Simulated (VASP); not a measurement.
# Dy (P6_3/mmc) in VASP: further runs

Runs on Dy. Level: PBEsol. Tasks: single point.

Everything below comes from runs of VASP 6.6.1. Logs are shortened: lines on timing, memory, paths and dates and some standing lists are left out, and cuts for length are marked.

## 1. Starting point

Symmetry: P6_3/mmc, No. 194, hexagonal system. Conventional cell: a = 3.590 Å, b = 3.590 Å, c = 5.647 Å, α = 90.00°, β = 90.00°, γ = 120.00°. Dy (site symmetry -6m2) has 12 Dy at 3.50 to 3.59 Å as nearest neighbours.

## 2. Single point, PBEsol, collinear spin, ferromagnetic start

Input file INCAR:

```
SYSTEM = Dy
PREC     = Accurate       ! precision mode
ENCUT    = 460            ! plane-wave cutoff, eV
EDIFF    = 1E-6           ! SCF threshold, eV
ISMEAR   = 1              ! smearing method
SIGMA    = 0.4            ! smearing width, eV
LREAL    = .False.        ! projectors in reciprocal space
LASPH    = .True.         ! aspherical terms in the spheres
NELM     = 100            ! most SCF steps
ALGO     = Normal         ! electronic algorithm
ISIF     = 2              ! what is computed and relaxed
LWAVE    = .False.        ! write WAVECAR
LCHARG   = .False.        ! write CHGCAR
ISPIN    = 2              ! spin polarisation
MAGMOM   = 5 5            ! initial moments
LORBIT   = 11             ! projections on sites
LMAXMIX  = 6              ! l up to which the mixer works
GGA      = PS             ! functional
ADDGRID  = .False.
```

Input file KPOINTS:

```
regular mesh
0
Gamma
  9 9 5
  0 0 0
```

Input file POSCAR:

```
Dy
1.0
    3.5903000000      0.0000000000      0.0000000000
   -1.7951500000      3.1092910072      0.0000000000
    0.0000000000      0.0000000000      5.6475000000
Dy
2
Direct
    0.6666666667      0.3333333333      0.7500000000
    0.3333333333      0.6666666667      0.2500000000
```

Potentials or basis: VASP PAW PBE potentials, release 64 (Dy_3), 4f in core.

Started as:

```console
$ cat potpaw_PBE.64/Dy_3/POTCAR > POTCAR
$ mpirun -np 1 vasp_std > vasp.out
```

OUTCAR:

```text
SYSTEM = Dy
   PREC = Accurate
   ENCUT = 460
   EDIFF = 1E-6
   ISMEAR = 1
   LREAL = .False.
   LASPH = .True.
   NELM = 100
   ISIF = 2
   ISPIN = 2
   LORBIT = 11
   GGA = PS

 Found     36 irreducible k-points:

 Following reciprocal coordinates:
            Coordinates               Weight
  0.000000  0.000000  0.000000      1.000000
  0.111111  0.000000  0.000000      6.000000
  0.222222 -0.000000  0.000000      6.000000
  0.333333 -0.000000  0.000000      6.000000
  0.444444 -0.000000  0.000000      6.000000
  0.111111  0.111111  0.000000      6.000000
   k-points           NKPTS =     36   k-points in BZ     NKDIM =     36   number of bands    NBANDS=     18
   number of dos      NEDOS =    301   number of ions     NIONS =      2
   total plane-waves  NPLWV =  31360
   dimension x,y,z NGX =    28 NGY =   28 NGZ =   40
   dimension x,y,z NGXF=    56 NGYF=   56 NGZF=   80
   ions per type =               2
   NGX,Y,Z   is equivalent  to a cutoff of  12.97, 12.97, 11.77 a.u.
   NGXF,Y,Z  is equivalent  to a cutoff of  25.93, 25.93, 23.55 a.u.
 SYSTEM =  Dy
   PREC   = accura    normal or accurate (medium, high low for compatibility)
   ISTART =      0    job   : 0-new  1-cont  2-samecut
   ICHARG =      2    charge: 1-file 2-atom 10-const
   ISPIN  =      2    spin polarized calculation?
   LNONCOLLINEAR =      F non collinear calculations
   LSORBIT =      F    spin-orbit coupling
   LASPH  =      T    aspherical Exc in radial PAW
   ENCUT  =  460.0 eV  33.81 Ry    5.81 a.u.   6.28  6.28  9.88*2*pi/ulx,y,z
   NELM   =    100;   NELMIN=  2; NELMDL= -5     # of ELM steps
   EDIFF  = 0.1E-05   stopping-criterion for ELM
   LREAL  =      F    real-space projection
   EDIFFG = 0.1E-04   stopping-criterion for IOM
   NSW    =      0    number of steps for IOM
   IBRION =     -1    ionic relax: 0-MD 1-quasi-New 2-CG
   NFREE  =      0    steps in history (QN), initial steepest desc. (CG)
   ISIF   =      2    stress and relaxation
   ISYM   =      2    0-nonsym 1-usesym 2-fastsym
   POTIM  = 0.5000    time-step for ionic-motion
   TEBEG  =    0.0;   TEEND  =   0.0 temperature during run
   PSTRESS=    0.0 pullay stress
   NELECT =      18.0000    total number of electrons
   NUPDOWN=      -1.0000    fix difference up-down
   EMIN   =  10.00;   EMAX   =-10.00  energy-range for DOS
   EFERMI =   0.00;   METHOD = LEGACY
   ISMEAR =     1;   SIGMA  =   0.40  broadening in eV -4-tet -1-fermi 0-gaus
   EFERMI_NEDOS =   21; number of points for ismear=-14 and -15
   IALGO  =     38    algorithm
   IMIX   =      4    mixing-type and parameters
     AMIX     =   0.40;   BMIX     =  1.00
     AMIX_MAG =   1.60;   BMIX_MAG =  1.00
  volume/ion in A,a.u.               =      31.52       212.72
  Fermi-wavevector in a.u.,A,eV,Ry     =   1.077994  2.037113 15.810927  1.162070
  Thomas-Fermi vector in A             =   2.213920
   LORBIT       =     11    0 simple, 1 ext, 2 COOP (PROOUT), +10 PAW based schemes
   GGA     = PS    functional components
   LHFCALC =     F    Hartree Fock is set to
   AEXX    =    0.0000 exact exchange contribution
   IVDW    =     0    specifies the selected vdW correction
   LEPSILON=     F    determine dielectric tensor
   LRPA    =     F    only Hartree local field effects (RPA)
 spin polarized calculation
 Methfessel and Paxton  Order N= 1 SIGMA  =   0.40
  energy-cutoff  :      460.00
  volume of cell :       63.04
 maximum number of plane-waves:      1430
 NGX is ok and might be reduce to    28
   NGX = 13   NGY = 13   NGZ = 19

 number of electron      18.0000000 magnetization      10.0000000

 number of electron      18.0000001 magnetization       0.0006539

 Free energy of the ion-electron system (eV)
  ---------------------------------------------------
  ext. energy  EPLUGINS =         0.00000000
  ---------------------------------------------------
  free energy    TOTEN  =        -9.92166068 eV

  energy without entropy =       -9.88801665  energy(sigma->0) =       -9.91044600

 E-fermi :   3.0033     XC(G=0):  -9.9700

 val. band max:        2.9847717878   @ k =   0.4444   0.1111   0.0000
 cond. band min:       3.0146387007   @ k =   0.3333   0.1111   0.0000
 fundamental gap:      0.0298669129
 Fermi energy:         3.0033433521

 spin component 1

 k-point     1 :       0.0000    0.0000    0.0000
  band No.  band energies     occupation
      1     -20.5837      1.00000
      2     -19.9934      1.00000
      3     -19.9934      1.00000
      4     -19.8833      1.00000
      5     -19.8833      1.00000
      6     -19.8453      1.00000
[... 10 lines left out ...]
     17       8.2892     -0.00000
     18       8.2892     -0.00000

 k-point     2 :       0.1111    0.0000    0.0000
  band No.  band energies     occupation
      1     -20.5569      1.00000
      2     -20.0485      1.00000
      3     -20.0119      1.00000
      4     -19.9415      1.00000
      5     -19.8905      1.00000
      6     -19.8581      1.00000
[... 10 lines left out ...]
     17       8.5245     -0.00000
     18       8.9809     -0.00000

 k-point     3 :       0.2222   -0.0000    0.0000
  band No.  band energies     occupation
      1     -20.4830      1.00000
      2     -20.1885      1.00000
      3     -20.0825      1.00000
      4     -20.0567      1.00000
      5     -19.9109      1.00000
      6     -19.8963      1.00000
[... 10 lines left out ...]
     17       8.9186     -0.00000
     18      10.2967     -0.00000

 k-point     4 :       0.3333   -0.0000    0.0000
  band No.  band energies     occupation
      1     -20.3812      1.00000
      2     -20.3476      1.00000
      3     -20.2328      1.00000
      4     -20.1049      1.00000
      5     -19.9573      1.00000
      6     -19.9360      1.00000
[... 10 lines left out ...]
     17       9.1851     -0.00000
     18      10.4547     -0.00000

 k-point     5 :       0.4444   -0.0000    0.0000
  band No.  band energies     occupation
      1     -20.4507      1.00000
      2     -20.3263      1.00000
      3     -20.2899      1.00000
      4     -20.1353      1.00000
      5     -20.0218      1.00000
      6     -19.9531      1.00000
[... 10 lines left out ...]
     17       9.2974     -0.00000
     18      10.4405     -0.00000

 k-point     6 :       0.1111    0.1111    0.0000
  band No.  band energies     occupation
      1     -20.5065      1.00000
      2     -20.1299      1.00000
      3     -20.0876      1.00000
      4     -20.0023      1.00000
      5     -19.9152      1.00000
      6     -19.8836      1.00000
[... 10 lines left out ...]
     17       8.7255     -0.00000
     18      10.0155     -0.00000

 [... further k-points ...]

 spin component 2

 k-point     1 :       0.0000    0.0000    0.0000
  band No.  band energies     occupation
      1     -20.5836      1.00000
      2     -19.9933      1.00000
      3     -19.9933      1.00000
      4     -19.8831      1.00000
      5     -19.8831      1.00000
      6     -19.8452      1.00000
[... 10 lines left out ...]
     17       8.2894     -0.00000
     18       8.2894     -0.00000

 k-point     2 :       0.1111    0.0000    0.0000
  band No.  band energies     occupation
      1     -20.5568      1.00000
      2     -20.0484      1.00000
      3     -20.0118      1.00000
      4     -19.9414      1.00000
      5     -19.8904      1.00000
      6     -19.8580      1.00000
[... 10 lines left out ...]
     17       8.5246     -0.00000
     18       8.9810     -0.00000

 k-point     3 :       0.2222   -0.0000    0.0000
  band No.  band energies     occupation
      1     -20.4829      1.00000
      2     -20.1884      1.00000
      3     -20.0824      1.00000
      4     -20.0566      1.00000
      5     -19.9107      1.00000
      6     -19.8962      1.00000
[... 10 lines left out ...]
     17       8.9187     -0.00000
     18      10.2969     -0.00000

 k-point     4 :       0.3333   -0.0000    0.0000
  band No.  band energies     occupation
      1     -20.3811      1.00000
      2     -20.3475      1.00000
      3     -20.2327      1.00000
      4     -20.1048      1.00000
      5     -19.9572      1.00000
      6     -19.9359      1.00000
[... 10 lines left out ...]
     17       9.1852     -0.00000
     18      10.4549     -0.00000

 k-point     5 :       0.4444   -0.0000    0.0000
  band No.  band energies     occupation
      1     -20.4506      1.00000
      2     -20.3262      1.00000
      3     -20.2898      1.00000
      4     -20.1352      1.00000
      5     -20.0217      1.00000
      6     -19.9530      1.00000
[... 10 lines left out ...]
     17       9.2975     -0.00000
     18      10.4408     -0.00000

 k-point     6 :       0.1111    0.1111    0.0000
  band No.  band energies     occupation
      1     -20.5064      1.00000
      2     -20.1298      1.00000
      3     -20.0875      1.00000
      4     -20.0022      1.00000
      5     -19.9151      1.00000
      6     -19.8835      1.00000
[... 10 lines left out ...]
     17       8.7256     -0.00000
     18      10.0157     -0.00000

 [... further k-points ...]
[... 5 lines left out ...]
  --------------------------------------------------------------------------------------
  -------------------------------------------------------------------------------------
  Total       -0.7316171     -0.7316171     -0.8478123     -0.0000000      0.0000000      0.0000000
  in kB      -18.5928559    -18.5928559    -21.5457667     -0.0000000      0.0000000      0.0000000
  external PRESSURE =     -19.5771595 kB  Pullay stress =       0.0000000 kB

 VOLUME and BASIS-vectors are now :
 -----------------------------------------------------------------------------
  energy-cutoff  :      460.00
  volume of cell :       63.04
      direct lattice vectors                 reciprocal lattice vectors
     3.590300000  0.000000000  0.000000000     0.278528257  0.160808364  0.000000000
    -1.795150000  3.109291007  0.000000000     0.000000000  0.321616728  0.000000000
     0.000000000  0.000000000  5.647500000     0.000000000  0.000000000  0.177069500

 POSITION                                       TOTAL-FORCE (eV/Angst)
 -----------------------------------------------------------------------------------
      1.79515      1.03643      4.23562        -0.000000      0.000000      0.000000
     -0.00000      2.07286      1.41187         0.000000     -0.000000      0.000000
 -----------------------------------------------------------------------------------
    total drift:                               -0.000000      0.000000     -0.000000

  FREE ENERGIE OF THE ION-ELECTRON SYSTEM (eV)
  ---------------------------------------------------
  free  energy   TOTEN  =        -9.9216606803 eV

  energy  without entropy=       -9.8880166490  energy(sigma->0) =       -9.91044600

 total charge

# of ion       s       p       d       tot
------------------------------------------
    1        0.444   6.382   1.104   7.929
    2        0.444   6.382   1.104   7.929
--------------------------------------------------
tot          0.888  12.763   2.208  15.859

 magnetization (x)

# of ion       s       p       d       tot
------------------------------------------
    1        0.000   0.000   0.000   0.000
    2        0.000   0.000   0.000   0.000
--------------------------------------------------
tot          0.000   0.000   0.000   0.000
```

Run time: 61 s. Hardware: 1 thread of Intel Xeon Platinum 8488C (Sapphire Rapids), shared host; peak memory 0.22 GiB.

The run converged, but some of its settings lie outside the range that counts as converged, so its numbers aren't taken as properties of the crystal.

Results:

```
Free energy                                           : -9.9217 eV
Pressure                                              : -2.0 GPa
Band gap on the k mesh                                : none (metal or under the smearing width)
Net moment                                            : 0.00 μB per cell
Valence electrons inside the program's atomic spheres : Dy 7.93
```

Caveat: the magnetic or orbital state may not be the lowest; the PAW data sets were made with another functional, which shifts forces and pressure a little; spin-orbit coupling is left out, which moves the levels of the heavy elements; the 4f electrons are frozen in the core as for a trivalent ion, so they carry no moment and show no levels.

## 3. Single point, PBEsol, collinear spin, ferromagnetic start

INCAR is that of step 2.

KPOINTS is that of step 2.

Input file POSCAR:

```
Dy
1.0
    3.5903000000      0.0000000000      0.0000000000
   -1.7951500000      3.1092910072      0.0000000000
    0.0000000000      0.0000000000      5.6475000000
Dy
2
Direct
    0.6390340000      0.3471240000      0.7350940000
    0.3239070000      0.6817830000      0.2438910000
```

Potentials or basis: VASP PAW PBE potentials, release 64 (Dy_3), 4f in core.

Started as:

```console
$ cat potpaw_PBE.64/Dy_3/POTCAR > POTCAR
$ mpirun -np 1 vasp_std > vasp.out
```

OUTCAR:

```text
SYSTEM = Dy
   PREC = Accurate
   ENCUT = 460
   EDIFF = 1E-6
   ISMEAR = 1
   LREAL = .False.
   LASPH = .True.
   NELM = 100
   ISIF = 2
   ISPIN = 2
   LORBIT = 11
   GGA = PS

 Found    203 irreducible k-points:

 Following reciprocal coordinates:
            Coordinates               Weight
  0.000000  0.000000  0.000000      1.000000
  0.111111  0.000000  0.000000      2.000000
  0.000000  0.111111  0.000000      2.000000
 -0.111111  0.111111  0.000000      2.000000
  0.222222 -0.000000  0.000000      2.000000
  0.000000  0.222222  0.000000      2.000000
   k-points           NKPTS =    203   k-points in BZ     NKDIM =    203   number of bands    NBANDS=     18
   number of dos      NEDOS =    301   number of ions     NIONS =      2
   total plane-waves  NPLWV =  31360
   dimension x,y,z NGX =    28 NGY =   28 NGZ =   40
   dimension x,y,z NGXF=    56 NGYF=   56 NGZF=   80
   ions per type =               2
   NGX,Y,Z   is equivalent  to a cutoff of  12.97, 12.97, 11.77 a.u.
   NGXF,Y,Z  is equivalent  to a cutoff of  25.93, 25.93, 23.55 a.u.
 SYSTEM =  Dy
   PREC   = accura    normal or accurate (medium, high low for compatibility)
   ISTART =      0    job   : 0-new  1-cont  2-samecut
   ICHARG =      2    charge: 1-file 2-atom 10-const
   ISPIN  =      2    spin polarized calculation?
   LNONCOLLINEAR =      F non collinear calculations
   LSORBIT =      F    spin-orbit coupling
   LASPH  =      T    aspherical Exc in radial PAW
   ENCUT  =  460.0 eV  33.81 Ry    5.81 a.u.   6.28  6.28  9.88*2*pi/ulx,y,z
   NELM   =    100;   NELMIN=  2; NELMDL= -5     # of ELM steps
   EDIFF  = 0.1E-05   stopping-criterion for ELM
   LREAL  =      F    real-space projection
   EDIFFG = 0.1E-04   stopping-criterion for IOM
   NSW    =      0    number of steps for IOM
   IBRION =     -1    ionic relax: 0-MD 1-quasi-New 2-CG
   NFREE  =      0    steps in history (QN), initial steepest desc. (CG)
   ISIF   =      2    stress and relaxation
   ISYM   =      2    0-nonsym 1-usesym 2-fastsym
   POTIM  = 0.5000    time-step for ionic-motion
   TEBEG  =    0.0;   TEEND  =   0.0 temperature during run
   PSTRESS=    0.0 pullay stress
   NELECT =      18.0000    total number of electrons
   NUPDOWN=      -1.0000    fix difference up-down
   EMIN   =  10.00;   EMAX   =-10.00  energy-range for DOS
   EFERMI =   0.00;   METHOD = LEGACY
   ISMEAR =     1;   SIGMA  =   0.40  broadening in eV -4-tet -1-fermi 0-gaus
   EFERMI_NEDOS =   21; number of points for ismear=-14 and -15
   IALGO  =     38    algorithm
[... 30 lines left out ...]
  free energy    TOTEN  =        -9.91540945 eV

  energy without entropy =       -9.88178022  energy(sigma->0) =       -9.90419971

 E-fermi :   3.0011     XC(G=0):  -9.9691

 val. band max:        2.9853297719   @ k =  -0.1111  -0.4444   0.0000
 cond. band min:       3.0020978068   @ k =   0.4444   0.1111   0.0000
 fundamental gap:      0.0167680349
 Fermi energy:         3.0011308201

 spin component 1

 k-point     1 :       0.0000    0.0000    0.0000
  band No.  band energies     occupation
      1     -20.5857      1.00000
      2     -20.0014      1.00000
      3     -19.9845      1.00000
      4     -19.8874      1.00000
      5     -19.8769      1.00000
      6     -19.8431      1.00000
[... 103 lines left out ...]
      5     -19.9099      1.00000
      6     -19.8937      1.00000
[... 10 lines left out ...]
     17       8.8896     -0.00000
     18      10.3269     -0.00000

 [... further k-points ...]

 spin component 2

 k-point     1 :       0.0000    0.0000    0.0000
  band No.  band energies     occupation
      1     -20.5856      1.00000
      2     -20.0013      1.00000
      3     -19.9844      1.00000
      4     -19.8873      1.00000
      5     -19.8768      1.00000
      6     -19.8430      1.00000
[... 103 lines left out ...]
      5     -19.9098      1.00000
      6     -19.8937      1.00000
[... 10 lines left out ...]
     17       8.8897     -0.00000
     18      10.3270     -0.00000

 [... further k-points ...]
[... 5 lines left out ...]
  --------------------------------------------------------------------------------------
  -------------------------------------------------------------------------------------
  Total       -0.7449975     -0.7323671     -0.8086398     -0.0792111      0.0012173      0.0236540
  in kB      -18.9328951    -18.6119160    -20.5502617     -2.0130209      0.0309365      0.6011266
  external PRESSURE =     -19.3650242 kB  Pullay stress =       0.0000000 kB

 VOLUME and BASIS-vectors are now :
 -----------------------------------------------------------------------------
  energy-cutoff  :      460.00
  volume of cell :       63.04
      direct lattice vectors                 reciprocal lattice vectors
     3.590300000  0.000000000  0.000000000     0.278528257  0.160808364  0.000000000
    -1.795150000  3.109291007  0.000000000     0.000000000  0.321616728  0.000000000
     0.000000000  0.000000000  5.647500000     0.000000000  0.000000000  0.177069500

 POSITION                                       TOTAL-FORCE (eV/Angst)
 -----------------------------------------------------------------------------------
      1.67118      1.07931      4.15144         0.076996      0.003661      0.153993
     -0.06098      2.11986      1.37737        -0.076996     -0.003661     -0.153993
 -----------------------------------------------------------------------------------
    total drift:                                0.000001      0.000001      0.000005

  FREE ENERGIE OF THE ION-ELECTRON SYSTEM (eV)
  ---------------------------------------------------
  free  energy   TOTEN  =        -9.9154094511 eV

  energy  without entropy=       -9.8817802181  energy(sigma->0) =       -9.90419971

 total charge

# of ion       s       p       d       tot
------------------------------------------
    1        0.444   6.381   1.106   7.931
    2        0.444   6.381   1.106   7.931
--------------------------------------------------
tot          0.888  12.763   2.211  15.862

 magnetization (x)

# of ion       s       p       d       tot
------------------------------------------
    1        0.000   0.000   0.000   0.000
    2        0.000   0.000   0.000   0.000
--------------------------------------------------
tot          0.000   0.000   0.000   0.000
```

It took 4.6 min on 1 thread of Intel Xeon Platinum 8488C (Sapphire Rapids), shared host; peak memory 0.4 GiB.

The run converged, but some of its settings lie outside the range that counts as converged, so its numbers aren't taken as properties of the crystal.

Results:

- Free energy: -9.9154 eV
- Pressure: -1.9 GPa
- Largest force: 0.172 eV/Å
- Band gap on the k mesh: none (metal or under the smearing width)
- Net moment: 0.00 μB per cell
- Valence electrons inside the program's atomic spheres: Dy 7.93

Caveat: the magnetic or orbital state may not be the lowest; the PAW data sets were made with another functional, which shifts forces and pressure a little; spin-orbit coupling is left out, which moves the levels of the heavy elements; the 4f electrons are frozen in the core as for a trivalent ion, so they carry no moment and show no levels.

(Continued in part 2 of 2.)
